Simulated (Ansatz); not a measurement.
# An elastic constant from a strain scan in Ca

Method: DFT PBE, scalar-relativistic, plane waves, PAW in Ansatz. Settings: plane waves to 420 eV, k-mesh 14×14×14 (Γ-centred), Gaussian smearing 0.15 eV. No spin polarisation. Energies are free energies at this smearing, counted from the undisturbed cell; pressure is positive in compression.

Reference structure (as given, not relaxed at this level; it stands at -0.6 GPa):

```yaml
crystal:
  lattice:
    - [0.00000, 2.79420, 2.79420]
    - [2.79420, 0.00000, 2.79420]
    - [2.79420, 2.79420, 0.00000]
  atoms:
    - { symbol: Ca, position: [0.00000, 0.00000, 0.00000] }
```

The cell is strained by ε times the Voigt pattern (1, 0, 0, 0, 0, 0) (xx, yy, zz, yz, xz, xy; engineering shear) with fractional coordinates fixed. The cell holds 1 atom in V0 = 43.63 Å³. The stress column is τ = (1/V0) dE/dε, got from the stress tensor σ (compression positive) at each point as −det(1 + εP) σ : P(1 + εP)⁻¹, with P the pattern as a tensor.

```
      ε  ΔE (meV/atom)  τ (GPa)
-0.0600          1.304   -0.729
-0.0450         -0.996   -0.399
-0.0300         -1.963   -0.076
 0.0000          0.000    0.553
 0.0150          2.885    0.859
 0.0450         12.341    1.452
 0.0600              ?        ?
```

Which combination of elastic constants does this scan measure, and how large is it?

For small ε, τ = τ0 + Kε with K = pᵀCp, which for this pattern is C11 in the cubic axes. The parabola through τ at ε = -0.0300, 0 and 0.0150 has slope K = 20.6 GPa at zero. The energies per cell, E = NΔE, of the same two points give K = 2[E(ε₊)/ε₊ − E(ε₋)/ε₋]/[(ε₊ − ε₋)V0] = 20.7 GPa, in agreement.

Predict the withheld row at ε = 0.0600 from the harmonic law, and compare.

ΔE = V0(τ0 ε + Kε²/2)/N = 19.123 meV/atom and τ = 1.79 GPa. The calculation gives 18.860 meV/atom and 1.74 GPa, a miss of 1.4 % of the harmonic energy, so the harmonic law still holds on this side, though at ε = -0.0600 the energy lies 23 % above it.

In a metal these slopes depend on the k mesh and the smearing.